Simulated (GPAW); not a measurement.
## Al in GPAW: the effect of strain uniaxial z

Crystal: Al.

```xyz
4
Lattice="2.8271 0.0000 0.0000 -1.4135 2.4483 0.0000 0.0000 0.0000 8.8186" Properties=species:S:1:pos:R:3 pbc="T T T"
Al    1.4135    0.8161    6.6139
Al    0.0000    0.0000    4.4093
Al    0.0000    1.6322    2.2046
Al    0.0000    0.0000    0.0000
```

This isn't the form of Al at room conditions, which is fcc.

Alike in all runs:

* Program: GPAW 26.7.0
* Task: single point
* Functional: PBEsol
* Potentials or basis: PAW data sets generated in the run's folder for this functional
* Cutoff: 600 eV
* Basis: pw
* k mesh: 11 × 11 × 3
* Occupations: fermi-dirac, width 0.05 eV
* Spin: no spin polarisation
* Maxiter: 150

```tsv
strain uniaxial z	pressure (GPa)
-0.04	6.5
-0.02	4.1
-0.01	3.1
0	2.1
0.01	1.3
0.02	?
0.04	-1.1
```

Question: What does the run with strain uniaxial z 0.02 give?

Answer: Pressure 0.4 GPa.

Worked out: A parabola through the other rows of the pressure, of slope -80.2 GPa per unit of strain uniaxial z there, gives 0.4 GPa, against the run's 0.4.

Caveats: the density grid can change from cell to cell, which puts small steps into energies and stress.
